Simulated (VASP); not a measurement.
# AgI in VASP: reference runs

Reference runs on AgI: the cell as given.

Everything below comes from runs of VASP 6.6.1. Logs are shortened: lines on timing, memory, paths and dates and some standing lists are left out, and cuts for length are marked.

**1. The cell of the first run**

The cell holds a slab with vacuum, 12 atoms: a = 4.580 Å, b = 7.510 Å, c = 24.255 Å, α = 90.00°, β = 90.00°, γ = 90.00°.

**2. Single point, PBE (the (1 0 0) slab of AgI, cut from the database cell, not relaxed)**

Input file INCAR:

```
SYSTEM = AgI
PREC = Accurate ; ENCUT = 520
EDIFF = 1E-7 ; ISMEAR = -1
SIGMA = 0.05 ; LREAL = .FALSE.
LASPH = .TRUE. ; NELM = 80
ALGO = Normal ; ISIF = 2
LWAVE = .FALSE. ; LCHARG = .TRUE.
LDIPOL = .TRUE. ; IDIPOL = 3
DIPOL = 0.5 0.5 0.500 ; GGA = PE
LELF = .TRUE. ; LVHAR = .TRUE.
LVACPOTAV = .TRUE. ; NBANDS = 66
```

Input file KPOINTS:

```
regular mesh
0
G
  6 4 1
  0 0 0
```

Input file POSCAR:

```
AgI
1.0
    4.5800015808      0.0000000000      0.0000000000
    0.0000000000      7.5100000000      0.0000000000
    0.0000000000      0.0000000000     24.2549280097
Ag I
6 6
Direct
    0.0000000000      0.0000000000      0.3092155127
    0.5000000001      0.5000000000      0.3637253662
    0.5000000000      0.0000000000      0.4727450732
    0.0000000001      0.5000000000      0.5272549268
    0.0000000000      0.0000000000      0.6362746338
    0.5000000001      0.5000000000      0.6907844873
    0.0000000000      0.6250000000      0.3092155127
    0.5000000001      0.1250000000      0.3637253662
    0.5000000000      0.6250000000      0.4727450732
    0.0000000001      0.1250000000      0.5272549268
    0.0000000000      0.6250000000      0.6362746338
    0.5000000001      0.1250000000      0.6907844873
```

Potentials or basis: VASP PAW PBE potentials, release 64 (Ag, I).

Started as:

```
cat potpaw_PBE.64/Ag/POTCAR potpaw_PBE.64/I/POTCAR > POTCAR
mpirun -np 1 vasp_std > vasp.out
```

OUTCAR:

```text
SYSTEM = AgI
   PREC = Accurate
   ENCUT = 520
   EDIFF = 1E-7
   ISMEAR = -1
   LREAL = .FALSE.
   LASPH = .TRUE.
   NELM = 80
   ISIF = 2
   GGA = PE

 ion  position               nearest neighbor table
   1  0.000  0.000  0.309-   8 2.81   8 2.81   7 2.82
   2  0.500  0.500  0.364-   9 2.81   7 2.81   7 2.81   8 2.82
   3  0.500  0.000  0.473-   8 2.81  10 2.81  10 2.81   9 2.82
   4  0.000  0.500  0.527-  11 2.81   9 2.81   9 2.81  10 2.82
   5  0.000  0.000  0.636-  10 2.81  12 2.81  12 2.81  11 2.82
   6  0.500  0.500  0.691-  11 2.81  11 2.81  12 2.82
   7  0.000  0.625  0.309-   2 2.81   2 2.81   1 2.82
   8  0.500  0.125  0.364-   3 2.81   1 2.81   1 2.81   2 2.82
   9  0.500  0.625  0.473-   2 2.81   4 2.81   4 2.81   3 2.82
  10  0.000  0.125  0.527-   5 2.81   3 2.81   3 2.81   4 2.82
  11  0.000  0.625  0.636-   4 2.81   6 2.81   6 2.81   5 2.82
  12  0.500  0.125  0.691-   5 2.81   5 2.81   6 2.82

  LATTYP: Found a simple orthorhombic cell.
 ALAT       =     4.5800015808
 B/A-ratio  =     1.6397374253
 C/A-ratio  =     5.2958339821

  Lattice vectors:

 A1 = (   4.5800015808,   0.0000000000,   0.0000000000)
 A2 = (   0.0000000000,   7.5100000000,   0.0000000000)
 A3 = (   0.0000000000,   0.0000000000,  24.2549280097)

Analysis of symmetry for initial positions (statically):
=====================================================================
 Subroutine PRICEL returns:
 Original cell was already a primitive cell.

 Routine SETGRP: Setting up the symmetry group for a
 simple orthorhombic supercell.

 Subroutine GETGRP returns: Found  4 space group operations
 (whereof  2 operations were pure point group operations)
 out of a pool of  8 trial point group operations.

The static configuration has the point symmetry C_1h.
 The point group associated with its full space group is C_2v.

Analysis of symmetry for dynamics (positions and initial velocities):
=====================================================================
 Subroutine PRICEL returns:
 Original cell was already a primitive cell.

 Routine SETGRP: Setting up the symmetry group for a
 simple orthorhombic supercell.

 Subroutine GETGRP returns: Found  4 space group operations
 (whereof  2 operations were pure point group operations)
 out of a pool of  8 trial point group operations.

The dynamic configuration has the point symmetry C_1h.
 The point group associated with its full space group is C_2v.

 Subroutine INISYM returns: Found  4 space group operations
 (whereof  2 operations are pure point group operations),
 and found     1 'primitive' translations

----------------------------------------------------------------------------------------

                                     Primitive cell

  volume of cell :     834.2679

  direct lattice vectors                    reciprocal lattice vectors
     4.580001581  0.000000000  0.000000000     0.218340536  0.000000000  0.000000000
     0.000000000  7.510000000  0.000000000     0.000000000  0.133155792  0.000000000
     0.000000000  0.000000000 24.254928010     0.000000000  0.000000000  0.041228735

  length of vectors
     4.580001581  7.510000000 24.254928010     0.218340536  0.133155792  0.041228735

  position of ions in fractional coordinates (direct lattice)
     0.000000000  0.000000000  0.309215513
     0.500000000  0.500000000  0.363725366
     0.500000000  0.000000000  0.472745073
     0.000000000  0.500000000  0.527254927
     0.000000000  0.000000000  0.636274634
     0.500000000  0.500000000  0.690784487
     0.000000000  0.625000000  0.309215513
     0.500000000  0.125000000  0.363725366
     0.500000000  0.625000000  0.472745073
     0.000000000  0.125000000  0.527254927
     0.000000000  0.625000000  0.636274634
     0.500000000  0.125000000  0.690784487

  ion indices of the primitive-cell ions
   primitive index   ion index
                 1           1
                 2           2
                 3           3
                 4           4
                 5           5
                 6           6
                 7           7
                 8           8
                 9           9
                10          10
                11          11
                12          12

----------------------------------------------------------------------------------------

 KPOINTS: regular mesh

Automatic generation of k-mesh.
 Grid dimensions read from file:
 generate k-points for:    6    4    1

 Generating k-lattice:

  Cartesian coordinates                     Fractional coordinates (reciprocal lattice)
     0.036390089  0.000000000  0.000000000     0.166666667  0.000000000  0.000000000
     0.000000000  0.033288948  0.000000000     0.000000000  0.250000000  0.000000000
     0.000000000  0.000000000  0.041228735     0.000000000  0.000000000  1.000000000

  Length of vectors
     0.036390089  0.033288948  0.041228735

  Shift w.r.t. Gamma in fractional coordinates (k-lattice)
     0.000000000  0.000000000  0.000000000

 Subroutine IBZKPT returns following result:
 ===========================================

 Found     12 irreducible k-points:

 Following reciprocal coordinates:
            Coordinates               Weight
  0.000000  0.000000  0.000000      1.000000
  0.166667  0.000000  0.000000      2.000000
  0.333333  0.000000  0.000000      2.000000
  0.500000  0.000000  0.000000      1.000000
  0.000000  0.250000  0.000000      2.000000
  0.166667  0.250000  0.000000      4.000000
  0.333333  0.250000  0.000000      4.000000
  0.500000  0.250000  0.000000      2.000000
  0.000000  0.500000  0.000000      1.000000
  0.166667  0.500000  0.000000      2.000000
  0.333333  0.500000  0.000000      2.000000
  0.500000  0.500000  0.000000      1.000000
   k-points           NKPTS =     12   k-points in BZ     NKDIM =     12   number of bands    NBANDS=     66
   number of dos      NEDOS =    301   number of ions     NIONS =     12
   total plane-waves  NPLWV = 362880
   dimension x,y,z NGX =    36 NGY =   56 NGZ =  180
   dimension x,y,z NGXF=    72 NGYF=  112 NGZF=  360
   ions per type =               6   6
   NGX,Y,Z   is equivalent  to a cutoff of  13.07, 12.40, 12.34 a.u.
   NGXF,Y,Z  is equivalent  to a cutoff of  26.13, 24.79, 24.67 a.u.
 SYSTEM =  AgI
   PREC   = accura    normal or accurate (medium, high low for compatibility)
   ISTART =      0    job   : 0-new  1-cont  2-samecut
   ICHARG =      2    charge: 1-file 2-atom 10-const
   ISPIN  =      1    spin polarized calculation?
   LNONCOLLINEAR =      F non collinear calculations
   LSORBIT =      F    spin-orbit coupling
   LASPH  =      T    aspherical Exc in radial PAW
   ENCUT  =  520.0 eV  38.22 Ry    6.18 a.u.   8.52 13.96 45.10*2*pi/ulx,y,z
   NELM   =     80;   NELMIN=  2; NELMDL= -5     # of ELM steps
   EDIFF  = 0.1E-06   stopping-criterion for ELM
   LREAL  =      F    real-space projection
   EDIFFG = 0.1E-05   stopping-criterion for IOM
   NSW    =      0    number of steps for IOM
   IBRION =     -1    ionic relax: 0-MD 1-quasi-New 2-CG
   NFREE  =      0    steps in history (QN), initial steepest desc. (CG)
   ISIF   =      2    stress and relaxation
   ISYM   =      2    0-nonsym 1-usesym 2-fastsym
   POTIM  = 0.5000    time-step for ionic-motion
   TEBEG  =    0.0;   TEEND  =   0.0 temperature during run
   PSTRESS=    0.0 pullay stress
   NELECT =     108.0000    total number of electrons
   NUPDOWN=      -1.0000    fix difference up-down
   EMIN   =  10.00;   EMAX   =-10.00  energy-range for DOS
   EFERMI =   0.00;   METHOD = LEGACY
   ISMEAR =    -1;   SIGMA  =   0.05  broadening in eV -4-tet -1-fermi 0-gaus
   EFERMI_NEDOS =   21; number of points for ismear=-14 and -15
   IALGO  =     38    algorithm
   IMIX   =      4    mixing-type and parameters
     AMIX     =   0.40;   BMIX     =  1.00
     AMIX_MAG =   1.60;   BMIX_MAG =  1.00
  volume/ion in A,a.u.               =      69.52       469.16
  Fermi-wavevector in a.u.,A,eV,Ry     =   0.828160  1.564995  9.331541  0.685849
  Thomas-Fermi vector in A             =   1.940488
   LORBIT       =      0    0 simple, 1 ext, 2 COOP (PROOUT), +10 PAW based schemes
   GGA     = PE    functional components
   LHFCALC =     F    Hartree Fock is set to
   AEXX    =    0.0000 exact exchange contribution
   IVDW    =     0    specifies the selected vdW correction
   LEPSILON=     F    determine dielectric tensor
   LRPA    =     F    only Hartree local field effects (RPA)
 non-spin polarized calculation
  energy-cutoff  :      520.00
  volume of cell :      834.27
 maximum number of plane-waves:     22548
 NGX is ok and might be reduce to    36
   NGX = 17   NGY = 27   NGZ = 91

 dipolmoment           0.000000      0.000000     -0.000000 electrons x Angstroem

 number of electron     107.9999976 magnetization

 dipolmoment           0.000000      0.000000      0.000000 electrons x Angstroem

 Free energy of the ion-electron system (eV)
  ---------------------------------------------------
  ext. energy  EPLUGINS =         0.00000000
  ---------------------------------------------------
  free energy    TOTEN  =       -27.85425633 eV

  energy without entropy =      -27.85425620  energy(sigma->0) =      -27.85425627

 E-fermi :  -0.3493     XC(G=0):  -4.6017

 val. band max:       -1.0522093427   @ k =   0.0000   0.0000   0.0000
 cond. band min:       0.3420688406   @ k =   0.0000   0.0000   0.0000
 fundamental gap:      1.3942781833
 Fermi energy:        -0.3492604084

 k-point     1 :       0.0000    0.0000    0.0000
  band No.  band energies     occupation
      1     -13.8783      2.00000
      2     -13.8093      2.00000
      3     -13.6556      2.00000
      4     -13.5315      2.00000
      5     -13.0521      2.00000
      6     -13.0483      2.00000
[... 58 lines left out ...]
     65       4.1104      0.00000
     66       4.5225      0.00000

 k-point     2 :       0.1667    0.0000    0.0000
  band No.  band energies     occupation
      1     -13.8411      2.00000
      2     -13.7821      2.00000
      3     -13.6283      2.00000
      4     -13.5180      2.00000
      5     -13.0302      2.00000
      6     -13.0277      2.00000
[... 58 lines left out ...]
     65       4.1825      0.00000
     66       4.4353      0.00000

 k-point     3 :       0.3333    0.0000    0.0000
  band No.  band energies     occupation
      1     -13.7606      2.00000
      2     -13.7279      2.00000
      3     -13.5666      2.00000
      4     -13.4990      2.00000
      5     -12.9859      2.00000
      6     -12.9856      2.00000
[... 610 lines left out ...]
     65       4.3990      0.00000
     66       4.3990      0.00000

 k-point    12 :       0.5000    0.5000    0.0000
  band No.  band energies     occupation
      1     -13.6943      2.00000
      2     -13.6943      2.00000
      3     -13.5244      2.00000
      4     -13.5244      2.00000
      5     -12.9610      2.00000
      6     -12.9610      2.00000
[... 58 lines left out ...]
     65       4.1306      0.00000
     66       4.1306      0.00000

------------------------ aborting loop because EDIFF is reached ----------------------------------------

  FORCE on cell =-STRESS in cart. coord.  units (eV):
  Direction    XX          YY          ZZ          XY          YZ          ZX
  --------------------------------------------------------------------------------------
  -------------------------------------------------------------------------------------
  Total        3.7765088      2.6852706      3.1631903      0.0000000      0.0000000      0.0000000
  in kB        7.2526301      5.1569519      6.0747772      0.0000000      0.0000000      0.0000000
  external PRESSURE =       6.1614530 kB  Pullay stress =       0.0000000 kB

 VOLUME and BASIS-vectors are now :
 -----------------------------------------------------------------------------
  energy-cutoff  :      520.00
  volume of cell :      834.27
      direct lattice vectors                 reciprocal lattice vectors
     4.580001581  0.000000000  0.000000000     0.218340536  0.000000000  0.000000000
     0.000000000  7.510000000  0.000000000     0.000000000  0.133155792  0.000000000
     0.000000000  0.000000000 24.254928010     0.000000000  0.000000000  0.041228735

 POSITION                                       TOTAL-FORCE (eV/Angst)
 -----------------------------------------------------------------------------------
      0.00000      0.00000      7.50000         0.000000     -0.317456      0.342623
      2.29000      3.75500      8.82213         0.000000      0.107944     -0.106349
      2.29000      0.00000     11.46640         0.000000     -0.044017      0.067291
      0.00000      3.75500     12.78853         0.000000     -0.044017     -0.067291
      0.00000      0.00000     15.43280         0.000000      0.107944      0.106349
      2.29000      3.75500     16.75493         0.000000     -0.317456     -0.342623
      0.00000      4.69375      7.50000         0.000000      0.138123     -0.348007
      2.29000      0.93875      8.82213         0.000000      0.096842     -0.407408
      2.29000      4.69375     11.46640         0.000000      0.018565      0.105306
      0.00000      0.93875     12.78853         0.000000      0.018565     -0.105306
      0.00000      4.69375     15.43280         0.000000      0.096842      0.407408
      2.29000      0.93875     16.75493         0.000000      0.138123      0.348007
 -----------------------------------------------------------------------------------
    total drift:                               -0.000001      0.001144      0.000001

  FREE ENERGIE OF THE ION-ELECTRON SYSTEM (eV)
  ---------------------------------------------------
  free  energy   TOTEN  =       -27.8542563281 eV

  energy  without entropy=      -27.8542562025  energy(sigma->0) =      -27.85425627

 vacuum level on the upper side and lower side of the slab         4.057         4.057
```

Run time: 16 min. Hardware: 1 thread of Intel Xeon 6975P-C (Granite Rapids), shared host; peak memory 1 GiB.

What came out:

```yaml
Free_energy: -27.8543 eV
Largest_force: 0.467 eV/Å
Band_gap_on_the_k_mesh: 1.39 eV, direct
Ionisation_potential_of_the_upper_face: 5.11 eV
```

Forces in eV/Å, atoms in the order of the input:
```
Ag   0.000 -0.317  0.343
Ag   0.000  0.108 -0.106
Ag   0.000 -0.044  0.067
Ag   0.000 -0.044 -0.067
Ag   0.000  0.108  0.106
Ag   0.000 -0.317 -0.343
I    0.000  0.138 -0.348
I    0.000  0.097 -0.407
I    0.000  0.019  0.105
I    0.000  0.019 -0.105
I    0.000  0.097  0.407
I    0.000  0.138  0.348
```

Caveat: spin-orbit coupling is left out, which moves the levels of the heavy elements.
